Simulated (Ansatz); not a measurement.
# Rhodium, beta-Sn type under RPBE: ground state and equation of state

Aim: take rhodium in the beta-Sn type structure, relax it, solve it on a dense k-mesh, then scale the cell to 7 volumes from 88 to 112 % of the relaxed one and try a fit of the equation of state. Spin polarisation is left out. The k-meshes are 14×14×9 for the relaxation; 20×20×19 for the dense run; 14×14×13 for the volumes.

Method: DFT RPBE, plane waves (420 eV) with PAW, scalar-relativistic; PAW files made under PBE, frozen cores solved again for the functional, in Ansatz 0.2.0.

## (1) Starting point

Symmetry: I4_1/amd, No. 141, tetragonal system. The conventional cell has a = 4.729 Å, b = 4.729 Å, c = 2.582 Å, α = 90.00°, β = 90.00°, γ = 90.00°. Around Rh (site symmetry -4m2) lie 6 Rh at 2.45 to 2.58 Å.

Coordinates:

```
CELL_PARAMETERS angstrom
-2.36469 2.36469 1.29112
2.36469 -2.36469 1.29112
2.36469 2.36469 -1.29112
ATOMIC_POSITIONS crystal
Rh 0.00000 0.00000 0.00000
Rh 0.75000 0.25000 0.50000
```

## (2) Relaxing cell and atoms

The input, input.yaml:

```yaml
crystal:
  lattice:
    - [-2.3646850272, 2.3646850272, 1.2911180249]
    - [2.3646850272, -2.3646850272, 1.2911180249]
    - [2.3646850272, 2.3646850272, -1.2911180249]
  atoms:
    - { symbol: Rh, position: [0.0, 0.0, 0.0] }
    - { symbol: Rh, position: [0.75, 0.25, 0.5] }
hamiltonian:
  xc: rpbe
  pseudopotentials:
    kind: paw
    azcp:
      Rh: "pseudopotentials/Rh.paw.azcp"
basis:
  ecutwfc: 420
  fft_grid_basis: typed
kpoints:
  mp_grid: { grid: [14, 14, 9], shift: [0, 0, 0] }
magnetization:
  spin_polarized: false
scf:
  occupations: { method: fermi_dirac, width: 0.1 }
relax:
  max_steps: 60
  f_tol: 0.01
  cell: {}
```

After this run come: Single point on a dense mesh; At 88 % of the relaxed volume; At 92 % of the relaxed volume; At 96 % of the relaxed volume; At 100 % of the relaxed volume; At 104 % of the relaxed volume; At 108 % of the relaxed volume; At 112 % of the relaxed volume.

**Question.** What will these runs give? Wanted: space group; conventional cell; volume; shortest distance; gap on the mesh; relative to fcc; V₀, B₀, B₀′.

As calculated:

| quantity | value |
| --- | --- |
| space group (spins left aside) | Cmcm (No. 63) |
| conventional cell | a = 2.706 Å, b = 8.192 Å, c = 2.730 Å |
| volume | 15.126 Å³/atom |
| shortest distance | 2.602 Å |
| gap on the mesh | none (levels filled in part) |
| relative to fcc | +202 meV/atom |
| V₀, B₀, B₀′ | 15.077 Å³/atom, 216 GPa, 5.2 |

**Reading.** The relaxation enlarged the cell by 4.8 % in volume. What began as beta-Sn type has relaxed into Cmcm. What follows belongs to that structure, not to the type named at the start. The mesh has less symmetry than the lattice, which may have let the distortion in. Against the reference form of rhodium (fcc, computed apart with the same settings) it stands 202 meV/atom higher. Levels at the Fermi energy are filled in part, as in a metal. B₀ comes out at 216 GPa; letting shape and positions relax at each volume could only lower it.
